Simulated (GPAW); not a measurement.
# MgO (Fm-3m) in GPAW: further runs

Aim: see how the results for MgO move with the level of theory and the settings. Levels: BLYP, r2SCAN, PBE. Tasks: band structure.

Everything below comes from runs of GPAW 26.7.0. Logs are shortened: lines on timing, memory, paths and dates and some standing lists are left out, and cuts for length are marked. The log counts tension as positive stress, the text compression.

**Experimental background.**

From “Electronic structure of alkaline earth and post-transition metal oxides”, 2009, arxiv:0908.1581, for a bulk crystal of MgO: band gap 7.83 eV.

The results are compared with them further down.

### 1 The crystal as given

Symmetry: Fm-3m, No. 225, cubic system. The conventional cell has a = 4.194 Å, b = 4.194 Å, c = 4.194 Å, α = 90.00°, β = 90.00°, γ = 90.00°. Mg (site symmetry m-3m) has 6 O at 2.10 Å as nearest neighbours. O (site symmetry m-3m) has 6 Mg at 2.10 Å as nearest neighbours.

The cell is a database's computed one.

### 2 Band structure, BLYP

run.py reads:

```python
from ase import Atoms
from ase.dft.bandgap import bandgap
from ase.io import write
from ase.units import GPa
from gpaw import GPAW, PW, setup_paths

setup_paths.insert(0, '.')

atoms = Atoms(['Mg', 'O'],
              cell=[[0.0, 2.0970013927, 2.0970013927],
                    [2.0970013927, 0.0, 2.0970013927],
                    [2.0970013927, 2.0970013927, 0.0]],
              scaled_positions=[[0.0, 0.0, 0.0],
                                [0.5, 0.5, 0.5]],
              pbc=True)

calc = GPAW(mode=PW(800),
            xc='BLYP',
            kpts={'size': (11, 11, 11), 'gamma': True},
            occupations={'name': 'fermi-dirac', 'width': 0.05},
            nbands=16,
            convergence={'density': 1e-05, 'energy': 1e-05},
            eigensolver='davidson',
            maxiter=150,
            txt='gpaw.txt')
atoms.calc = calc
energy = atoms.get_potential_energy()
forces = atoms.get_forces()
stress = atoms.get_stress()
calc.write('gs.gpw')
write('result.traj', atoms)
print(f'Energy: {energy:.6f} eV')
print('Forces (eV/A):')
print(forces.round(4))
print('Stress (GPa):', (stress / GPa).round(3))
print('Fermi level:', round(calc.get_fermi_level(), 4), 'eV')
print(f'Gap: {bandgap(calc)[0]:.4f} eV, direct: {bandgap(calc, direct=True)[0]:.4f} eV')

path = atoms.cell.bandpath('GXWKGLUWLK,UX', npoints=100, eps=1e-4)
bs_calc = calc.fixed_density(kpts=path, symmetry='off', nbands=24,
                             convergence={'bands': 'CBM+6.0', 'eigenstates': 1e-6}, txt='bands.txt')
bs = bs_calc.band_structure()
bs.write('bs.json')
print(f'Gap on the path: {bandgap(bs_calc)[0]:.4f} eV')
```

Potentials or basis: PAW data sets generated in the run's folder for this functional, pw.

Launch:

```bash
$ gpaw-setup -f BLYP Mg O
$ OMP_NUM_THREADS=1 python run.py
```

gpaw.txt:

```text
__  _  _
 | _ |_)|_||  |
 |__||  | ||/\| - 26.7.0

Input parameters:
  mode=PW(ecut=800.0),
  convergence={'density': 1e-05, 'energy': 1e-05},
  eigensolver=Davidson(niter=2),
  kpts=MonkhorstPack(size=(11, 11, 11), gamma=True),
  maxiter=150,
  nbands=16,
  occupations=Occupations(name='fermi-dirac', width=0.05),
  xc=XC(name='BLYP')

Diagonalizing LCAO Hamiltonian
Converting LCAO to pw mode

              O

       Mg

Atoms  # Å, Bohr magnetons
|   | symbol |        x |        y |        z |    initial magnetic moments |
|---|--------|----------|----------|----------|-----------------------------|
| 0 |     Mg | 0.000000 | 0.000000 | 0.000000 | ( 0.0000,  0.0000,  0.0000) |
| 1 |      O | 2.097001 | 2.097001 | 2.097001 | ( 0.0000,  0.0000,  0.0000) |

Unit cell  # Å
| periodic |        x |        y |        z |  lengths |    angles |
|----------|----------|----------|----------|----------|-----------|
|      yes | 0.000000 | 2.097001 | 2.097001 | 2.965608 | 60.000000 |
|      yes | 2.097001 | 0.000000 | 2.097001 | 2.965608 | 60.000000 |
|      yes | 2.097001 | 2.097001 | 0.000000 | 2.965608 | 60.000000 |

Number of symmetries: 48
Symmetry operations  # r_c * U_cc + t_c -> r_c
|    | kind |            matrix            |
|----|------|------------------------------|
|  0 |  σ   |  1, 0, 0,  1, 0,-1,  1,-1, 0 |
|  1 |  C2  |  1, 0, 0,  1,-1, 0,  1, 0,-1 |
|  2 |  E   |  1, 0, 0,  0, 1, 0,  0, 0, 1 |
|  3 |  σ   |  1, 0, 0,  0, 0, 1,  0, 1, 0 |
|  4 |  C4  |  1, 0,-1,  1, 0, 0,  1,-1, 0 |
|  5 |  S6  |  1, 0,-1,  1,-1, 0,  1, 0, 0 |
|  6 |  σ   |  1, 0,-1,  0, 1,-1,  0, 0,-1 |
|  7 |  C3  |  1, 0,-1,  0, 0,-1,  0, 1,-1 |
|  8 |  S6  |  1,-1, 0,  1, 0, 0,  1, 0,-1 |
|  9 |  C4  |  1,-1, 0,  1, 0,-1,  1, 0, 0 |
| 10 |  C3  |  1,-1, 0,  0,-1, 1,  0,-1, 0 |
| 11 |  σ   |  1,-1, 0,  0,-1, 0,  0,-1, 1 |
| 12 |  σ   |  0, 1, 0,  1, 0, 0,  0, 0, 1 |
| 13 |  C4  |  0, 1, 0,  0, 1,-1, -1, 1, 0 |
| 14 |  C3  |  0, 1, 0,  0, 0, 1,  1, 0, 0 |
| 15 |  S6  |  0, 1, 0, -1, 1, 0,  0, 1,-1 |
| 16 |  C2  |  0, 1,-1,  1, 0,-1,  0, 0,-1 |
| 17 |  σ   |  0, 1,-1,  0, 1, 0, -1, 1, 0 |
| 18 |  S4  |  0, 1,-1,  0, 0,-1,  1, 0,-1 |
| 19 |  C4  |  0, 1,-1, -1, 1, 0,  0, 1, 0 |
| 20 |  C3  |  0, 0, 1,  1, 0, 0,  0, 1, 0 |
| 21 |  σ   |  0, 0, 1,  0, 1, 0,  1, 0, 0 |
| 22 |  S6  |  0, 0, 1,  0,-1, 1, -1, 0, 1 |
| 23 |  C4  |  0, 0, 1, -1, 0, 1,  0,-1, 1 |
| 24 |  S4  |  0, 0,-1,  1, 0,-1,  0, 1,-1 |
| 25 |  C3  |  0, 0,-1,  0, 1,-1,  1, 0,-1 |
| 26 |  C2  |  0, 0,-1,  0,-1, 0, -1, 0, 0 |
| 27 |  S6  |  0, 0,-1, -1, 0, 0,  0,-1, 0 |
| 28 |  S4  |  0,-1, 1,  1,-1, 0,  0,-1, 0 |
| 29 |  C4  |  0,-1, 1,  0, 0, 1, -1, 0, 1 |
| 30 |  C2  |  0,-1, 1,  0,-1, 0,  1,-1, 0 |
| 31 |  σ   |  0,-1, 1, -1, 0, 1,  0, 0, 1 |
| 32 |  C3  |  0,-1, 0,  1,-1, 0,  0,-1, 1 |
| 33 |  S6  |  0,-1, 0,  0, 0,-1, -1, 0, 0 |
| 34 |  S4  |  0,-1, 0,  0,-1, 1,  1,-1, 0 |
| 35 |  C2  |  0,-1, 0, -1, 0, 0,  0, 0,-1 |
| 36 |  C2  | -1, 1, 0,  0, 1, 0,  0, 1,-1 |
| 37 |  S6  | -1, 1, 0,  0, 1,-1,  0, 1, 0 |
| 38 |  S4  | -1, 1, 0, -1, 0, 1, -1, 0, 0 |
| 39 |  C3  | -1, 1, 0, -1, 0, 0, -1, 0, 1 |
| 40 |  S6  | -1, 0, 1,  0, 0, 1,  0,-1, 1 |
| 41 |  C2  | -1, 0, 1,  0,-1, 1,  0, 0, 1 |
| 42 |  C3  | -1, 0, 1, -1, 1, 0, -1, 0, 0 |
| 43 |  S4  | -1, 0, 1, -1, 0, 0, -1, 1, 0 |
| 44 |  C2  | -1, 0, 0,  0, 0,-1,  0,-1, 0 |
| 45 |  i   | -1, 0, 0,  0,-1, 0,  0, 0,-1 |
| 46 |  σ   | -1, 0, 0, -1, 1, 0, -1, 0, 1 |
| 47 |  C2  | -1, 0, 0, -1, 0, 1, -1, 1, 0 |

BZ-sampling:
  Number of BZ points: 1331
  Number of IBZ points: 56

  Monkhorst-Pack size: [11, 11, 11]
  Monkhorst-Pack shift: [0, 0, 0]

K-points  # in reciprocal-cell coordinates
|     |                                coordinates |     weight |
|-----|--------------------------------------------|------------|
|   0 | (  0.00000000,   0.00000000,   0.00000000) | 0.00075131 |
|   1 | (  0.09090909,   0.09090909,   0.00000000) | 0.00450789 |
|   2 | (  0.09090909,   0.09090909,   0.09090909) | 0.00601052 |
|   3 | (  0.18181818,   0.09090909,   0.09090909) | 0.00901578 |
|   4 | (  0.18181818,   0.18181818,   0.00000000) | 0.00450789 |
|   5 | (  0.18181818,   0.18181818,   0.09090909) | 0.01803156 |
|   6 | (  0.18181818,   0.18181818,   0.18181818) | 0.00601052 |
|   7 | (  0.27272727,   0.18181818,   0.09090909) | 0.01803156 |
|   8 | (  0.27272727,   0.18181818,   0.18181818) | 0.01803156 |
|   9 | (  0.27272727,   0.27272727,   0.00000000) | 0.00450789 |
| ... |                                            |            |
|  55 | (  0.45454545,   0.45454545,   0.45454545) | 0.00601052 |

Plane wave coefficients: 959
Cutoff: 800.0 eV

Spin-components: 1 (collinear spins)
Bands:           16
Projectors:      10
Spin-degeneracy: 2
Datatype:        complex128

Parallelization:
  kpt:    1
  domain: 1
  band:   1

Density:
  Valence electrons: 16.0
  Components: 1
  Grid points: [20 20 20]
  Charge: 0.0  # |e|

Potential:
  Grid points: [20 20 20]

species:
  Mg:
    name:    Magnesium
    Z:       12.0
    valence: 10
    core:    2
    charge:  0.0  # [|e|]
    compensation charges:
      type: gauss
      rc: 0.33  # [Å]
      lmax: 2
    cutoffs:
      filter: 1.86  # [Å]
      core: 0.54  # [Å]
    projectors
    | kind |    occ | energy [eV] | rcut [Å] |
    |------|--------|-------------|----------|
    |   2s |  2.000 |     -79.573 |    1.090 |
    |   3s |  2.000 |      -4.573 |    1.090 |
    |   2p |  6.000 |     -46.530 |    1.085 |
    |   3p |  0.000 |      -1.198 |    1.085 |
    |    d |        |       0.000 |    1.037 |

    Using partial waves for Mg as LCAO basis

  O:
    name:    Oxygen
    Z:       8.0
    valence: 6
    core:    2
    charge:  0.0  # [|e|]
    compensation charges:
      type: gauss
      rc: 0.21  # [Å]
      lmax: 2
    cutoffs:
      filter: 1.17  # [Å]
      core: 0.83  # [Å]
    projectors
    | kind |    occ | energy [eV] | rcut [Å] |
    |------|--------|-------------|----------|
    |   2s |  2.000 |     -23.831 |    0.688 |
    |   2p |  4.000 |      -9.023 |    0.598 |
    |    s |        |       3.380 |    0.688 |
    |    p |        |      18.189 |    0.598 |
    |    d |        |       0.000 |    0.619 |

    Using partial waves for O as LCAO basis

Reference energy: -7496.396199  # eV

eigensolver:
  Davidson
  Converge bands: occupied
  niter=2

density mixing:
  MSR1-Mixer
  Pratt-step length: 0.05
  Maximum mixing coefficient: 0.75
  Old densities: 10
  SVD Regularization: 0.005
  Good broyden scale: 1.0
  Trust region scale: 1.0
  Backstep threshold: 4.0
  History deletion threshold: 6.0
  Fourier metric: weight=20.0, sigma=0.015

occupation numbers:
  Fermi-Dirac:
    width: 0.0500  # eV

poisson solver:
  ecut: 6400.0  # eV

xc functional:
  name: BLYP with 2 nearest neighbor stencil

convergence criteria:
- Maximum integral of absolute [dens]ity change: 1e-05 electrons / valence electron
- Maximum [total energy] change in last 3 cyles: 1e-05 eV / valence electron
- Maximum integral of absolute [eigenst]ate change: 4e-08 eV^2 / valence electron
maximum number of iterations: 150

SCF iterations
|iter     | |      energy | eigst |  dens |
|---------|-|-------------|-------|-------|
|iter:   1| |  -13.219211 | +0.10 |       |
|iter:   2| |  -12.787828 | -1.23 | -0.95 |
|iter:   3| |  -11.591488 | -1.45 | -1.00 |
|iter:   4| |  -11.594450 | -2.91 | -1.55 |
|iter:   5| |  -11.598167 | -3.44 | -1.81 |
|iter:   6| |  -11.598214 | -4.72 | -3.04 |
|iter:   7| |  -11.598238c| -5.53 | -3.36 |
|iter:   8| |  -11.598238c| -7.30 | -4.61 |
|iter:   9| |  -11.598238c| -8.55c| -5.08c|

Converged in 9 steps
Energy contributions relative to reference atoms: (reference = -7496.396199)

Energy contributions:
  Kinetic:          14.709808
  Coulomb:         -12.118880
  Zero:              0.089770
  External:          0.000000
  Xc:              -14.278936
  Entropy:          -0.000000
  Spinorbit:         0.000000
  ----------------------------
  Free energy:     -11.598238
  Extrapolated:    -11.598238

dipole moment: (-6.038992, -6.038992, -6.038992)  # |e|*Ang

Fermi level: 6.250
Eigenvalues  # (at kpt = [0.000, 0.000, 0.000])
| band index |      eig [eV] | occ [0-2] |
|------------|---------------|-----------|
|          0 |       -67.183 |     2.000 |
|          1 |       -34.113 |     2.000 |
|          2 |       -34.113 |     2.000 |
|          3 |       -34.113 |     2.000 |
|          4 |       -11.866 |     2.000 |
|          5 |         5.318 |     2.000 |
[... 8 lines left out ...]
|         14 |        27.015 |     0.000 |
|         15 |        30.119 |     0.000 |

Gap: 5.175 eV
Transition (v -> c):
  (s=0, k=0, n=7, [0.00, 0.00, 0.00]) -> (s=0, k=0, n=8, [0.00, 0.00, 0.00])
No difference between direct/indirect transitions

Forces  # eV/Ang
|       x |       y |       z |
|---------|---------|---------|
| 0.00000 | 0.00000 | 0.00000 |  # Mg   0
| 0.00000 | 0.00000 | 0.00000 |  # O    1

Stress tensor  # eV/Ang^3
|         x |         y |         z |
|-----------|-----------|-----------|
| -0.053936 |  0.000000 |  0.000000 |
|  0.000000 | -0.053936 |  0.000000 |
|  0.000000 |  0.000000 | -0.053936 |

# Writing to gs.gpw (mode='')
```

Run time: 14 s. Hardware: 1 thread of Intel Xeon 6975P-C (Granite Rapids), shared host; peak memory 0.23 GiB.

What came out:

```
Free energy             : -11.5982 eV
Pressure                : 8.6 GPa
Band gap on the k mesh  : 5.17 eV, direct
Band gap along the path : 5.17 eV, direct
```

Levels at the corners of the path, in eV from the valence-band top:
```
point  band 4  band 5  band 6  band 7  band 8  band 9  band 10
    Γ  -39.43  -17.18    0.00    0.00    0.00    5.17    16.10
    X  -39.46  -15.64   -4.00   -1.34   -1.34    9.56    10.24
    W  -39.46  -15.57   -2.90   -2.90   -1.76   12.08    12.08
    K  -39.45  -15.61   -3.42   -2.67   -1.14   10.51    12.06
    Γ  -39.43  -17.18    0.00    0.00    0.00    5.17    16.10
    L  -39.44  -15.86   -4.57   -0.66   -0.66    8.35    13.00
    U  -39.45  -15.61   -3.42   -2.67   -1.14   10.51    12.06
    W  -39.46  -15.57   -2.90   -2.90   -1.76   12.08    12.08
    L  -39.44  -15.86   -4.57   -0.66   -0.66    8.35    13.00
    K  -39.45  -15.61   -3.42   -2.67   -1.14   10.51    12.06
    U  -39.45  -15.61   -3.42   -2.67   -1.14   10.51    12.06
    X  -39.46  -15.64   -4.00   -1.34   -1.34    9.56    10.24
```

### 3 Band structure, r2SCAN

run.py reads:

```python
from ase.dft.bandgap import bandgap
from ase.io import read, write
from ase.units import GPa
from gpaw import GPAW, PW

atoms = read('MgO.xyz')

calc = GPAW(mode=PW(800),
            xc='MGGA_X_R2SCAN+MGGA_C_R2SCAN',
            kpts={'size': (11, 11, 11), 'gamma': True},
            occupations={'name': 'fermi-dirac', 'width': 0.05},
            nbands=16,
            convergence={'density': 1e-05, 'energy': 1e-05},
            maxiter=150,
            txt='gpaw.txt')
atoms.calc = calc
energy = atoms.get_potential_energy()
forces = atoms.get_forces()
stress = atoms.get_stress()
calc.write('gs.gpw')
write('result.traj', atoms)
print(f'Energy: {energy:.6f} eV')
print('Forces (eV/A):')
print(forces.round(4))
print('Stress (GPa):', (stress / GPa).round(3))
print('Fermi level:', round(calc.get_fermi_level(), 4), 'eV')
print(f'Gap: {bandgap(calc)[0]:.4f} eV, direct: {bandgap(calc, direct=True)[0]:.4f} eV')

path = atoms.cell.bandpath('GXWKGLUWLK,UX', npoints=80, eps=1e-4)
bs_calc = calc.fixed_density(kpts=path, symmetry='off', nbands=24,
                             convergence={'bands': 'CBM+6.0', 'eigenstates': 1e-6}, txt='bands.txt')
bs = bs_calc.band_structure()
bs.write('bs.json')
print(f'Gap on the path: {bandgap(bs_calc)[0]:.4f} eV')
```

MgO.xyz reads:

```xyz
2
Lattice="0.0000000000 2.0970013927 2.0970013927 2.0970013927 0.0000000000 2.0970013927 2.0970013927 2.0970013927 0.0000000000" Properties=species:S:1:pos:R:3 pbc="T T T"
Mg     0.0000000000      0.0000000000      0.0000000000
O      2.0970013927      2.0970013927      2.0970013927
```

Potentials or basis: GPAW PAW data sets (gpaw-data 1.2.1), pw.

Launch:

```bash
$ OMP_NUM_THREADS=1 python run.py
```

It took 32 s on 1 thread of Intel Xeon 6975P-C (Granite Rapids), shared host; peak memory 0.26 GiB.

It converged, with:

```yaml
Free_energy: -16.3320 eV
Pressure: 2.0 GPa
Band_gap_on_the_k_mesh: 5.80 eV, direct
Band_gap_along_the_path: 5.80 eV, direct
```

Levels at the corners of the path, in eV from the valence-band top:
```tsv
point	band 6	band 7	band 8	band 9	band 10
Γ	0.00	0.00	0.00	5.80	16.92
X	-4.13	-1.39	-1.39	10.06	11.31
W	-2.99	-2.99	-1.79	12.81	12.81
K	-3.53	-2.73	-1.18	11.15	13.18
Γ	0.00	0.00	0.00	5.80	16.92
L	-4.65	-0.69	-0.69	8.93	14.00
U	-3.53	-2.73	-1.18	11.15	13.18
W	-2.99	-2.99	-1.79	12.81	12.81
L	-4.65	-0.69	-0.69	8.93	14.00
K	-3.53	-2.73	-1.18	11.15	13.18
U	-3.53	-2.73	-1.18	11.15	13.18
X	-4.13	-1.39	-1.39	10.06	11.31
```

Caveat: the PAW data sets were made with another functional, which shifts forces and pressure a little.

### 4 Band structure, PBE

Changes to run.py since step 3:

```diff
@@ -8,3 +8,3 @@
 calc = GPAW(mode=PW(800),
-            xc='MGGA_X_R2SCAN+MGGA_C_R2SCAN',
+            xc='PBE',
             kpts={'size': (11, 11, 11), 'gamma': True},
@@ -28,3 +28,3 @@
 
-path = atoms.cell.bandpath('GXWKGLUWLK,UX', npoints=80, eps=1e-4)
+path = atoms.cell.bandpath('GXWKGLUWLK,UX', npoints=100, eps=1e-4)
 bs_calc = calc.fixed_density(kpts=path, symmetry='off', nbands=24,
```

MgO.xyz is that of step 3.

Launch:

```bash
$ OMP_NUM_THREADS=1 python run.py
```

Wall time 15 s (1 thread of Intel Xeon 6975P-C (Granite Rapids), shared host); peak memory 0.23 GiB.

The run converged. Its results:

```
Free energy             : -12.1958 eV
Pressure                : 7.0 GPa
Band gap on the k mesh  : 4.89 eV, direct
Band gap along the path : 4.89 eV, direct
```

Levels at the corners of the path, in eV from the valence-band top:
```csv
point,band 5,band 6,band 7,band 8,band 9,band 10
Γ,-17.28,0.00,0.00,0.00,4.89,15.90
X,-15.71,-4.11,-1.36,-1.36,9.16,10.18
W,-15.65,-2.98,-2.98,-1.79,11.76,11.76
K,-15.69,-3.52,-2.73,-1.16,10.18,11.99
Γ,-17.28,0.00,0.00,0.00,4.89,15.90
L,-15.94,-4.66,-0.66,-0.66,8.00,12.80
U,-15.69,-3.52,-2.73,-1.16,10.18,11.99
W,-15.65,-2.98,-2.98,-1.79,11.76,11.76
L,-15.94,-4.66,-0.66,-0.66,8.00,12.80
K,-15.69,-3.52,-2.73,-1.16,10.18,11.99
U,-15.69,-3.52,-2.73,-1.16,10.18,11.99
X,-15.71,-4.11,-1.36,-1.36,9.16,10.18
```

### 5 The runs side by side

| level | potentials or basis | eigensolver | band points | gap on the mesh (eV) | pressure (GPa) |
| --- | --- | --- | --- | --- | --- |
| BLYP | PAW data sets generated in the run's folder for this functional, pw | davidson | 100 | 5.17 | 8.6 |
| r2SCAN | GPAW PAW data sets (gpaw-data 1.2.1), pw | - | 80 | 5.80 | 2.0 |
| PBE | GPAW PAW data sets (gpaw-data 1.2.1), pw | - | 100 | 4.89 | 7.0 |

Alike in all rows: task band structure; no spin polarisation; cell as given; k mesh 11 × 11 × 11; cutoff (eV) 800; smearing fermi-dirac 0.05 eV.

Caveats: the PAW data sets were made with another functional, which shifts forces and pressure a little (some runs).

Absolute energies hang on the potentials; compare differences alone.

### 6 How close it comes

Step 2. Against the measured gap of MgO, 7.83 eV (quoted in “Electronic structure of alkaline earth and post-transition metal oxides”, 2009, arxiv:0908.1581), the calculated 5.17 eV is off by -2.66 eV. The value is that of BLYP, without temperature or zero-point motion. Semilocal functionals fall short of measured gaps as a rule. The cell is a database's relaxed one, not the measured one, which moves gaps too.

Step 3. Against the measured gap of MgO, 7.83 eV (quoted in “Electronic structure of alkaline earth and post-transition metal oxides”, 2009, arxiv:0908.1581), the calculated 5.80 eV is off by -2.03 eV. The value is that of r2SCAN, without temperature or zero-point motion. The cell is a database's relaxed one, not the measured one, which moves gaps too.

Step 4. Measured gap of MgO: 7.83 eV (quoted in “Electronic structure of alkaline earth and post-transition metal oxides”, 2009, arxiv:0908.1581). This calculation gives 4.89 eV (-2.94 eV). The value is that of PBE, without temperature or zero-point motion. Semilocal functionals fall short of measured gaps as a rule. The cell is a database's relaxed one, not the measured one, which moves gaps too.
